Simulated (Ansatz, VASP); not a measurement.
# Two plane-wave programs on K

```
CELL_PARAMETERS angstrom
4.23352 0.00000 0.00000
0.00000 4.23352 0.00000
0.00000 0.00000 4.23352
ATOMIC_POSITIONS crystal
K 0.00000 0.00000 0.00000
```

Alike in both runs: functional PBEsol; k mesh 7 × 7 × 7; occupations fermi-dirac, width 0.05 eV; no spin polarisation.

Ansatz relaxed the structure, and its values are those at the end. VASP's run is a single point on that final structure, the one shown.

```csv
,VASP,Ansatz
version,VASP 6.6.1,Ansatz 0.2.0
potentials or method,"VASP PAW PBE potentials, release 64 (K_sv)","plane waves, PAW"
plane-wave cutoff (eV),520,420
valence electrons in the cell,9,9
```

|  | VASP | Ansatz | Ansatz less VASP |
| --- | --- | --- | --- |
| pressure (GPa) | 0.0 | 0.0 | +0.01 |

With one functional, cell and mesh, what is left measures potentials, basis and numerics.

Caveats: the PAW data sets were made with another functional, which shifts forces and pressure a little (VASP).
